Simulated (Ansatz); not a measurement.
# O on Ni(110): change of the work function, part 3 of 6

How does O on the hollow site change the work function of Ni(110) as the layer fills?

Ansatz 0.2.0; plane-wave DFT, PBE, Ansatz PAW.

So far, work function, upper face (eV): step 2 (the clean slab) 4.57.

## 3. The covered slab, k-mesh 5×6×1, coverage 0.25 ML (continued)

ELF of down spins in the ca plane at fractional y = 0.250, with atoms of Ni and O within 0.2 Å of it. It is the smooth field of the valence electrons, not physical close to the nuclei.

Values, 10 rows by 16 columns, each cell a mean:
```
0.04 0.21 0.33 0.28 0.25 0.30 0.23 0.31 0.30 0.11 0.01 0.00 0.00 0.00 0.00 0.00
0.02 0.13 0.30 0.24 0.26 0.27 0.27 0.24 0.27 0.08 0.01 0.00 0.00 0.00 0.00 0.00
0.01 0.09 0.25 0.30 0.44 0.21 0.45 0.28 0.21 0.06 0.01 0.00 0.00 0.00 0.00 0.00
0.03 0.16 0.32 0.25 0.23 0.30 0.22 0.26 0.30 0.10 0.01 0.00 0.00 0.00 0.00 0.00
0.04 0.23 0.33 0.28 0.26 0.28 0.25 0.30 0.28 0.10 0.01 0.00 0.00 0.00 0.00 0.00
0.04 0.22 0.33 0.29 0.24 0.31 0.24 0.22 0.22 0.09 0.01 0.00 0.00 0.00 0.00 0.00
0.02 0.13 0.30 0.24 0.26 0.26 0.29 0.30 0.70 0.39 0.02 0.00 0.00 0.00 0.00 0.00
0.01 0.09 0.23 0.29 0.44 0.23 0.50 0.42 0.66 0.56 0.04 0.00 0.00 0.00 0.00 0.00
0.03 0.16 0.32 0.25 0.22 0.29 0.23 0.26 0.58 0.28 0.02 0.00 0.00 0.00 0.00 0.00
0.04 0.23 0.33 0.28 0.25 0.29 0.25 0.24 0.20 0.07 0.01 0.00 0.00 0.00 0.00 0.00
```
Columns run along c (16.0 Å, from fractional 0.27 to 0.95 of the cell), rows up along a (7.0 Å). Atoms in or near the plane, at fractional coordinates: Ni at (0.44, 0.25), Ni at (0.54, 0.25), Ni at (0.44, 0.75), Ni at (0.55, 0.75), O at (0.62, 0.25).

The relaxation took 6 steps and lowered the energy by 0.82 eV; the largest force on the free atoms ends at 0.0052 eV/Å.

By hand: a sheet of dipoles makes a step −p/(ε₀A) in the electron's potential. With e/ε₀ = 180.95 V·Å, p = -0.06004 e·Å and A = 35.05 Å², that is −180.95 × (-0.06004) / 35.05 = +0.310 eV, and the two vacuum levels of the run differ by +0.310 eV.

The covered face has 4.82 eV, +0.25 eV against the clean one; the bare back face has moved by +0.02 eV, a measure of how thin the slab is.

## 4. Adsorbate added, k-mesh 5×6×1, coverage 0.5 ML

System of this step: Ni10O (O/Ni(110)). The cell holds 22 atoms: 20 Ni and 2 O. Cell: a = 7.040 Å, b = 4.978 Å, c = 23.361 Å, α = 90.0°, β = 90.0°, γ = 90.0°. Vacuum lies along c.

Another coverage, to see how the dipoles act on each other as their distance changes.

Input file input.yaml:

```yaml
crystal:
  lattice:
    - [7.04, 0.0, 0.0]
    - [0.0, 4.9780317396, 0.0]
    - [0.0, 0.0, 23.3614697668]
  atoms:
    - { symbol: Ni, position: [0.0, 0.0, 0.3852497334], spin: 0.8 }
    - { symbol: Ni, position: [0.25, 0.25, 0.43852155], spin: 0.69 }
    - { symbol: Ni, position: [0.0, 0.0, 0.4904099325], spin: 0.72 }
    - { symbol: Ni, position: [0.25, 0.25, 0.5465702052], spin: 0.69 }
    - { symbol: Ni, position: [0.0, 0.0, 0.5933475036], spin: 0.8 }
    - { symbol: Ni, position: [0.0, 0.5, 0.3852497334], spin: 0.8 }
    - { symbol: Ni, position: [0.25, 0.75, 0.43852155], spin: 0.69 }
    - { symbol: Ni, position: [0.0, 0.5, 0.4904099325], spin: 0.72 }
    - { symbol: Ni, position: [0.25, 0.75, 0.5465702052], spin: 0.69 }
    - { symbol: Ni, position: [0.0, 0.5, 0.5933475036], spin: 0.8 }
    - { symbol: Ni, position: [0.5, 0.0, 0.3852497334], spin: 0.8 }
    - { symbol: Ni, position: [0.75, 0.25, 0.43852155], spin: 0.69 }
    - { symbol: Ni, position: [0.5, 0.0, 0.4904099325], spin: 0.72 }
    - { symbol: Ni, position: [0.75, 0.25, 0.5465702052], spin: 0.69 }
    - { symbol: Ni, position: [0.5, 0.0, 0.5933475036], spin: 0.8 }
    - { symbol: Ni, position: [0.5, 0.5, 0.3852497334], spin: 0.8 }
    - { symbol: Ni, position: [0.75, 0.75, 0.43852155], spin: 0.69 }
    - { symbol: Ni, position: [0.5, 0.5, 0.4904099325], spin: 0.72 }
    - { symbol: Ni, position: [0.75, 0.75, 0.5465702052], spin: 0.69 }
    - { symbol: Ni, position: [0.5, 0.5, 0.5933475036], spin: 0.8 }
    - { symbol: O, position: [0.25, 0.25, 0.6147502666] }
    - { symbol: O, position: [0.75, 0.75, 0.6147502666] }
magnetization:
  spin_polarized: true
kpoints:
  mp_grid: { grid: [5, 6, 1] }
hamiltonian:
  xc: pbe
scf:
  occupations: { method: fermi_dirac, width: 0.1 }
  convergence: { dr2_threshold: 1.0e-08 }
efield:
  axis: 3
  dipole_correction: true
  ramp_position: 0.97
  ramp_width: 0.06
relax:
  f_tol: 0.02
  max_steps: 60
  constraints: [{ sites: [0, 1, 5, 6, 10, 11, 15, 16] }]
output:
  bader: true
  dos: { projected: true, e_range: [-8, 4] }
  write_potential: true
  write_density: true
  volumetric_format: npy
```

Started as:

```sh
$ ansatz run input.yaml --threads 4 --pin off --max-ram 12288MiB --backend cpu --events-out ev --progress --plain --runs-dir out
```

Numbers of over 12 decimals in the logs are rounded to 6 here.

The program printed:

```text
[...]
Crystal: 22 atoms, lattice volume = 818.711 Å³
Basis set: ecut = 420 eV, 16085 PW (Γ), exchange–correlation on 96×72×320 points (8 copies of the dense FFT grid, shifted against one another)
Bands: 233, of which v1, the nominal top of the filled ones, is band 186 counted from 1 (185 counted from 0)
Symmetry: 8 space group operations
k-points: 12 of 30
[...]
Starting moments: Σ|m| = 14.8 μB on 20 of 22 sites
[...]
SCF iter   1: F=—  HF=-117897.919959 eV  |F-HF|=—  |Δ(HF+E_count)|=         —  Δρ=3.06e-2 (↑2.52e-2 ↓3.06e-2)  dr2=2.67e1  dr2_m=1.34e0  M=15.710 μB ∫|m|=16.436 μB  β_m=1.00  ethr=3.10e-3  p=0.000 e·Å  D=1.83e-6 V/Å  ΔV_dip=-0.00 eV  dr2_dipole=8.63e-2  V_vac-E_F(+/−)=7.00/7.00 eV  ⟨swp⟩=10.5  Hψ=29257  notcnv=0  defer=376
[...]
SCF iter  18: F=-117916.674428 eV  HF=-117916.674428 eV  |F-HF|=3.93e-9  |Δ(HF+E_count)|=   9.53e-9  Δρ=8.07e-7 (↑3.46e-7 ↓8.07e-7)  dr2=6.91e-9  dr2_m=5.32e-10  M=12.796 μB ∫|m|=14.382 μB  ethr=1.12e-12  p=-0.021 e·Å  D=-4.75e-3 V/Å  ΔV_dip=0.11 eV  dr2_dipole=7.90e-11  V_vac-E_F(+/−)=4.62/4.51 eV  ⟨swp⟩=14.6  Hψ=45911  notcnv=0
SCF 1 converged in 18 iterations: F = -117916.674428 eV  dr2 = 6.91e-9
[...]
relax step   1: F+E_penalty+E_count = -117916.67442756 eV  Δ(F+E_penalty+E_count) = +0.000e0 eV  max|allowed force component| = 6.176e0 eV/Å  Δτ_max = 0.0000 Å  (18 SCF iters, accepted)
[...]
SCF iter  14: F=-117917.410031 eV  HF=-117917.410031 eV  |F-HF|=3.25e-9  |Δ(HF+E_count)|=   1.03e-8  Δρ=4.35e-7 (↑1.13e-7 ↓4.35e-7)  dr2=4.85e-9  dr2_m=2.51e-10  M=13.275 μB ∫|m|=14.912 μB  ethr=1.00e-12  p=-0.045 e·Å  D=-9.86e-3 V/Å  ΔV_dip=0.23 eV  dr2_dipole=9.86e-10  V_vac-E_F(+/−)=4.74/4.51 eV  ⟨swp⟩=11.0  Hψ=38453  notcnv=0
SCF 2 converged in 14 iterations: F = -117917.410031 eV  dr2 = 4.85e-9
[...]
relax step   2: F+E_penalty+E_count = -117917.41003120 eV  Δ(F+E_penalty+E_count) = -7.356e-1 eV  max|allowed force component| = 3.584e0 eV/Å  Δτ_max = 0.0774 Å  (14 SCF iters, accepted)
SCF iter   1: F=—  HF=-117918.032431 eV  |F-HF|=—  |Δ(HF+E_count)|=         —  Δρ=5.85e-3 (↑5.85e-3 ↓4.64e-3)  dr2=7.20e-1  dr2_m=6.66e-2  M=13.911 μB ∫|m|=15.564 μB  β_m=1.00  ethr=2.65e-3  p=-0.045 e·Å  D=-9.86e-3 V/Å  ΔV_dip=0.23 eV  dr2_dipole=1.30e-1  V_vac-E_F(+/−)=4.79/4.56 eV  ⟨swp⟩=3.8  Hψ=12284  notcnv=0  defer=551
[...]
SCF iter  16: F=-117917.954082 eV  HF=-117917.954082 eV  |F-HF|=1.15e-9  |Δ(HF+E_count)|=   1.09e-9  Δρ=3.69e-7 (↑2.20e-7 ↓3.69e-7)  dr2=1.69e-9  dr2_m=1.19e-10  M=13.946 μB ∫|m|=15.660 μB  ethr=1.00e-12  p=-0.078 e·Å  D=-1.72e-2 V/Å  ΔV_dip=0.40 eV  dr2_dipole=5.09e-12  V_vac-E_F(+/−)=4.91/4.51 eV  ⟨swp⟩=11.8  Hψ=38243  notcnv=0
SCF 3 converged in 16 iterations: F = -117917.954082 eV  dr2 = 1.69e-9
relax step   3: F+E_penalty+E_count = -117917.95408205 eV  Δ(F+E_penalty+E_count) = -5.441e-1 eV  max|allowed force component| = 1.128e0 eV/Å  Δτ_max = 0.1025 Å  (16 SCF iters, accepted)
[...]
relax step   4: F+E_penalty+E_count = -117918.02702586 eV  Δ(F+E_penalty+E_count) = -7.294e-2 eV  max|allowed force component| = 1.165e-1 eV/Å  Δτ_max = 0.0438 Å  (15 SCF iters, accepted)
SCF iter   1: F=—  HF=-117918.028014 eV  |F-HF|=—  |Δ(HF+E_count)|=         —  Δρ=3.47e-4 (↑3.47e-4 ↓3.12e-4)  dr2=1.40e-3  dr2_m=2.39e-4  M=14.214 μB ∫|m|=15.971 μB  β_m=1.00  ethr=6.99e-6  p=-0.091 e·Å  D=-2.00e-2 V/Å  ΔV_dip=0.47 eV  dr2_dipole=5.75e-5  V_vac-E_F(+/−)=4.98/4.51 eV  ⟨swp⟩=2.0  Hψ=9701  notcnv=0  defer=529
[...]
SCF iter  12: F=-117918.028003 eV  HF=-117918.028003 eV  |F-HF|=2.91e-10  |Δ(HF+E_count)|=   3.84e-9  Δρ=2.69e-7 (↑5.95e-8 ↓2.69e-7)  dr2=7.59e-10  dr2_m=1.52e-10  M=14.211 μB ∫|m|=15.965 μB  ethr=1.00e-12  p=-0.090 e·Å  D=-1.99e-2 V/Å  ΔV_dip=0.46 eV  dr2_dipole=6.95e-12  V_vac-E_F(+/−)=4.97/4.51 eV  ⟨swp⟩=9.5  Hψ=33519  notcnv=0
SCF 5 converged in 12 iterations: F = -117918.028003 eV  dr2 = 7.59e-10
relax step   5: F+E_penalty+E_count = -117918.02800327 eV  Δ(F+E_penalty+E_count) = -9.774e-4 eV  max|allowed force component| = 1.165e-2 eV/Å  Δτ_max = 0.0072 Å  (12 SCF iters, accepted)
[...]
SCF converged after 12 iterations
Magnetization: 14.2110 μB (193.1055 up, 178.8945 down)
Absolute magnetization: 15.9783 μB (∫|ρ↑−ρ↓|, with the PAW one-centre terms)
[...]
Per-site moments (μB) at R_I (Å): [(0.825217, 1.013463), (0.671034, 1.020156), (0.759032, 1.013463), (0.509664, 0.757489), (0.733106, 0.922564), (0.825217, 1.013463), (0.695336, 1.016995), (0.759032, 1.013463), (0.751616, 1.016995), (0.733106, 0.922564), (0.825217, 1.013463), (0.695336, 1.016995), (0.759032, 1.013463), (0.751616, 1.016995), (0.733106, 0.922564), (0.825217, 1.013463), (0.671034, 1.020156), (0.759032, 1.013463), (0.509664, 0.757489), (0.733106, 0.922564), (0.123680, 0.757489), (0.123680, 0.757489)]
Free energy (F): -117918.028003 eV
[...]
Internal energy: -117916.811855 eV  (E = F + TS)
E sigma→0 (E₀):  -117917.419929 eV
Entropy (-TS):   -1.216148 eV (-55.279 meV/atom)
Fermi energy:    1.633987 eV
Dipole field:    D = -0.019859 V/Å  (p = -0.089851 e·Å, saw-weighted, corrected)
Work function:   Φ+ = 4.9733 eV   Φ− = 4.5093 eV
[...]
--- Forces (eV/Å), atoms counted from 1 ---
  atom   1  Ni     0.00000000     0.00000000     0.56416155
  atom   2  Ni     0.00000000     0.00000000    -0.42943717
  atom   3  Ni     0.00000000     0.00000000     0.00275897
  atom   4  Ni     0.00000000    -0.00000000    -0.00989787
  atom   5  Ni     0.00000000     0.00000000     0.00094943
  atom   6  Ni     0.00000000    -0.00000000     0.56416155
  atom   7  Ni     0.00000000     0.00000000    -0.69062575
  atom   8  Ni     0.00000000     0.00000000     0.00275897
  atom   9  Ni     0.00000000     0.00000000    -0.01164898
  atom  10  Ni     0.00000000     0.00000000     0.00094943
  atom  11  Ni     0.00000000    -0.00000000     0.56416155
  atom  12  Ni     0.00000000     0.00000000    -0.69062575
  atom  13  Ni     0.00000000     0.00000000     0.00275897
  atom  14  Ni    -0.00000000     0.00000000    -0.01164898
  atom  15  Ni     0.00000000    -0.00000000     0.00094943
  atom  16  Ni     0.00000000     0.00000000     0.56416155
  atom  17  Ni     0.00000000     0.00000000    -0.42943717
  atom  18  Ni     0.00000000     0.00000000     0.00275897
  atom  19  Ni     0.00000000    -0.00000000    -0.00989787
  atom  20  Ni     0.00000000     0.00000000     0.00094943
  atom  21  O      0.00000000     0.00000000     0.00586889
  atom  22  O      0.00000000     0.00000000     0.00586889
  max |Σ_I F_I| component: 1.95e-6 eV/Å
--- Band table (eV; the first three rows and the last of 24) ---
  k-point 0 ↑: bands = [... 182 lower, 0.9821, 0.9829, 1.0011, 1.0259, 1.0279, 1.0413, 1.0611, 1.0768, ... 43 higher]
  k-point 1 ↑: bands = [... 182 lower, 0.9185, 0.9525, 0.9703, 0.9769, 1.0318, 1.1094, 1.1392, 1.1425, ... 43 higher]
  k-point 2 ↑: bands = [... 182 lower, 0.8203, 0.8389, 0.8771, 0.9031, 0.9981, 1.0398, 1.0456, 1.0564, ... 43 higher]
  k-point 11 ↓: bands = [... 182 lower, 1.7423, 1.7423, 1.7914, 1.7914, 1.8145, 1.8145, 1.8632, 1.8632, ... 43 higher]
--- Relaxed structure (5 steps of the walk, 5 accepted, 0 SCFs on fresh bases) ---
  F+E_penalty+E_count = -117918.02800327 eV   max|allowed force component| = 1.165e-2 eV/Å
  atoms:
    - { symbol: Ni, position: [0.0, 0.0, 0.3852497334] }
    - { symbol: Ni, position: [0.25, 0.25, 0.43852155] }
    - { symbol: Ni, position: [0, 0.0, 0.490418] }
    - { symbol: Ni, position: [0.25, 0.25, 0.545218] }
    - { symbol: Ni, position: [0, 0, 0.598297] }
    - { symbol: Ni, position: [0.0, 0.5, 0.3852497334] }
    - { symbol: Ni, position: [0.25, 0.750000, 0.43852155] }
    - { symbol: Ni, position: [0.0, 0.5, 0.490418] }
    - { symbol: Ni, position: [0.25, 0.750000, 0.544056] }
    - { symbol: Ni, position: [0.0, 0.5, 0.598297] }
    - { symbol: Ni, position: [0.5, 0.0, 0.3852497334] }
    - { symbol: Ni, position: [0.750000, 0.25, 0.43852155] }
    - { symbol: Ni, position: [0.5, 0, 0.490418] }
    - { symbol: Ni, position: [0.750000, 0.25, 0.544056] }
    - { symbol: Ni, position: [0.5, 0, 0.598297] }
    - { symbol: Ni, position: [0.5, 0.5, 0.3852497334] }
    - { symbol: Ni, position: [0.750000, 0.750000, 0.43852155] }
    - { symbol: Ni, position: [0.5, 0.5, 0.490418] }
    - { symbol: Ni, position: [0.750000, 0.750000, 0.545218] }
    - { symbol: Ni, position: [0.5, 0.5, 0.598297] }
    - { symbol: O, position: [0.25, 0.25, 0.623824] }
    - { symbol: O, position: [0.750000, 0.750000, 0.623824] }
--- Bader charges: 22 sites ---
  site symbol  charge [e]  shift [e]    m [muB]
     0     Ni      0.0105     0.0002     0.8245
     1     Ni     -0.0342     0.0001     0.6297
     2     Ni      0.0320     0.0001     0.7213
     3     Ni      0.1976     0.0038     0.4911
     4     Ni      0.3423     0.0005     0.7033
     5     Ni      0.0105     0.0002     0.8245
     6     Ni     -0.0205     0.0002     0.6517
     7     Ni      0.0320     0.0001     0.7213
     8     Ni      0.0164     0.0005     0.7036
     9     Ni      0.3423     0.0005     0.7033
    10     Ni      0.0105     0.0002     0.8245
    11     Ni     -0.0205     0.0002     0.6517
    12     Ni      0.0320     0.0001     0.7213
    13     Ni      0.0164     0.0005     0.7036
    14     Ni      0.3423     0.0005     0.7033
    15     Ni      0.0105     0.0002     0.8245
    16     Ni     -0.0343     0.0001     0.6297
    17     Ni      0.0320     0.0001     0.7213
    18     Ni      0.1976     0.0038     0.4911
    19     Ni      0.3423     0.0005     0.7033
    20      O     -0.9288     0.0022     0.1312
    21      O     -0.9288     0.0022     0.1312
  estimated error of the sums over rays = 6.2e-4 e
```

The job ended after 26 min (4 threads of Arm Neoverse V1, shared host; peak memory 6.3 GiB).

Step by step:

```tsv
step	energy less that of the first step (eV)	largest force component (eV/Å)
1	0.0000	6.1762
2	-0.7356	3.5843
3	-1.2797	1.1281
4	-1.3526	0.1165
5	-1.3536	0.0116
```

Forces are held to the 8 operations that the run works with; a distortion that breaks them can't arise in this run.

The atoms that moved most (Å):

```tsv
atom	dx	dy	dz	length
O21	0.000	0.000	0.212	0.212
O22	0.000	0.000	0.212	0.212
Ni5	0.000	0.000	0.116	0.116
Ni10	0.000	0.000	0.116	0.116
Ni15	0.000	0.000	0.116	0.116
Ni20	0.000	0.000	0.116	0.116
Ni9	0.000	0.000	-0.059	0.059
Ni14	0.000	0.000	-0.059	0.059
```

Final coordinates:

```
Ni O
1.0
     7.04000    0.00000    0.00000
     0.00000    4.97803    0.00000
     0.00000    0.00000   23.36147
Ni O
20 2
Direct
  0.00000 0.00000 0.38525
  0.25000 0.25000 0.43852
  0.00000 0.00000 0.49042
  0.25000 0.25000 0.54522
  0.00000 0.00000 0.59830
  0.00000 0.50000 0.38525
  0.25000 0.75000 0.43852
  0.00000 0.50000 0.49042
  0.25000 0.75000 0.54406
  0.00000 0.50000 0.59830
  0.50000 0.00000 0.38525
  0.75000 0.25000 0.43852
  0.50000 0.00000 0.49042
  0.75000 0.25000 0.54406
  0.50000 0.00000 0.59830
  0.50000 0.50000 0.38525
  0.75000 0.75000 0.43852
  0.50000 0.50000 0.49042
  0.75000 0.75000 0.54522
  0.50000 0.50000 0.59830
  0.25000 0.25000 0.62382
  0.75000 0.75000 0.62382
```

Numbers from this step:

| Item | Value |
| --- | --- |
| energy at zero smearing | -117917.4199 eV |
| total moment | 14.21 μB |
| work function, upper face | 4.973 eV |
| work function, lower face | 4.509 eV |
| dipole along the normal | -0.08985 e·Å |
| step between the vacuum levels | 0.4639 eV |

The density of states has structure finer than the step of the table below, so its rows give means over 0.25 eV, whole bins alone (the curve runs from -8 to 1.98 eV). Peaks (eV: height): total -1.560: 72.7, -1.410: 74.3, -1.260: 74.7, -0.930: 88.1, -0.810: 84.2, -0.720: 86.5, -0.660: 83.3; up -2.590: 45.2, -2.170: 44.5, -1.470: 41.8, -1.170: 35.5, -1.020: 44.7, -0.720: 59.5, -0.660: 47.1; down -1.410: 45.9, -1.260: 43.5, -0.930: 43.2, -0.810: 42.3, 0.030: 41.3, 0.180: 43.0, 0.270: 60.9.

Table of density of states by energy, zero at the Fermi level; means over each step; values in states/eV a cell:

```tsv
energy (eV)	total	up	down
-7.75	1.95	0.987	0.961
-7.50	1.24	0.634	0.610
-7.25	1.66	0.841	0.817
-7.00	1.88	0.970	0.912
-6.75	2.71	1.47	1.24
-6.50	3.27	1.69	1.58
-6.25	1.85	1.13	0.724
-6.00	11.0	5.97	5.01
-5.75	5.37	2.34	3.03
-5.50	6.57	4.42	2.16
-5.25	11.0	6.04	4.91
-5.00	16.3	9.12	7.13
-4.75	12.4	5.30	7.14
-4.50	12.6	7.81	4.79
-4.25	14.8	9.01	5.80
-4.00	21.1	13.5	7.57
-3.75	22.1	14.0	8.10
-3.50	29.8	19.0	10.8
-3.25	25.3	13.0	12.3
-3.00	39.3	20.3	19.0
-2.75	36.6	20.7	15.8
-2.50	45.2	30.8	14.4
-2.25	52.0	33.1	18.9
-2.00	47.5	24.4	23.1
-1.75	47.5	23.2	24.4
-1.50	63.4	32.8	30.7
-1.25	60.3	31.8	28.5
-1.00	62.8	36.5	26.3
-0.75	73.6	44.4	29.2
-0.50	45.1	15.8	29.3
-0.25	34.9	5.13	29.8
0.00	39.8	5.07	34.8
0.25	37.3	2.50	34.8
0.50	13.1	3.77	9.36
0.75	6.85	3.91	2.94
1.00	8.21	3.27	4.94
1.25	8.99	4.43	4.56
1.50	6.87	3.48	3.39
1.75	8.13	3.25	4.87
```

Projected DOS per atom over height of the atomic layer and energy from the Fermi level. Layers: Ni4 Ni4 Ni4 Ni4 Ni4 O2 from below.

Ten even steps from '0' (0.02 states/eV) to '9' (4.03 states/eV), each cell a mean:
```
000000
000000
000000
222221
543440
655561
966780
867680
654560
565550
454430
244310
134310
123201
011104
000106
000002
000002
000000
000000
000000
000000
```
Columns: height of the atomic layer (Å) from 9 to 14.6 (not evenly spaced); rows upwards: energy from the Fermi level (eV) from -7.96 to 1.95.

Projected DOS per atom, spin up over height of the atomic layer and energy from the Fermi level. Layers: Ni4 Ni4 Ni4 Ni4 Ni4 O2 from below.

Values in states/eV, 22 rows by 6 columns, each cell a mean:
```
0.10 0.11 0.09 0.09 0.13 0.07
0.14 0.13 0.12 0.11 0.15 0.12
0.12 0.12 0.10 0.17 0.18 0.20
0.13 0.13 0.11 0.16 0.15 0.17
0.20 0.20 0.18 0.19 0.18 0.21
0.89 1.00 1.00 1.04 0.97 0.42
2.39 1.74 1.59 1.76 2.09 0.18
2.13 1.32 1.33 1.21 2.00 0.17
1.52 1.01 0.86 1.04 1.47 0.20
1.54 1.53 1.56 1.46 1.49 0.17
1.24 1.16 1.03 1.06 1.13 0.11
0.68 1.05 0.78 0.70 0.46 0.14
0.44 1.00 1.18 0.86 0.46 0.17
0.31 0.58 0.96 0.56 0.17 0.23
0.14 0.34 0.40 0.43 0.14 0.56
0.10 0.19 0.21 0.41 0.19 1.46
0.06 0.11 0.14 0.22 0.15 0.79
0.08 0.15 0.09 0.20 0.20 0.64
0.01 0.03 0.05 0.05 0.09 0.20
0.02 0.05 0.09 0.06 0.04 0.08
0.01 0.04 0.07 0.04 0.01 0.02
0.02 0.05 0.08 0.05 0.01 0.01
```
Columns: height of the atomic layer (Å) from 9 to 14.6 (not evenly spaced); rows upwards: energy from the Fermi level (eV) from -7.96 to 1.95.

Projected DOS per atom, spin down over height of the atomic layer and energy from the Fermi level. Layers: Ni4 Ni4 Ni4 Ni4 Ni4 O2 from below.

Ten even steps from '0' (0.01 states/eV) to '9' (2.06 states/eV), each cell a mean:
```
000000
000011
000000
434341
976780
956580
754570
667670
555560
353430
254320
134310
123201
011101
000105
000106
000001
000002
000000
000000
000000
000000
```
Columns: height of the atomic layer (Å) from 9 to 14.6 (not evenly spaced); rows upwards: energy from the Fermi level (eV) from -7.96 to 1.95.

Site moment by atom:

```tsv
atom	site moment (μB)
Ni1	0.825
Ni2	0.671
Ni3	0.759
Ni4	0.510
Ni5	0.733
Ni6	0.825
Ni7	0.695
Ni8	0.759
Ni9	0.752
Ni10	0.733
Ni11	0.825
Ni12	0.695
Ni13	0.759
Ni14	0.752
Ni15	0.733
Ni16	0.825
Ni17	0.671
Ni18	0.759
Ni19	0.510
Ni20	0.733
O21	0.124
O22	0.124
```

The relaxation took 5 steps and lowered the energy by 1.4 eV; the largest force on the free atoms ends at 0.012 eV/Å.

The covered face has 4.97 eV, +0.41 eV against the clean one; the bare back face has moved by +0.02 eV, a measure of how thin the slab is.

[end of part 3 of 6]

[Logs are printed without paths, hosts, clocks, repeated set-up lines and the standing remarks that a program may print on its own settings, such as how far it seeks lower states.]

[Hosts, paths, dates, database ids (printed as entryN), source tags and the programs' standing remarks are cut or masked in the printed files.]

[Maps of the electrostatic potential energy from Ansatz leave out the sawtooth potential of an applied field or a dipole correction, so their vacuum need not be flat; planar profiles and work functions include it.]
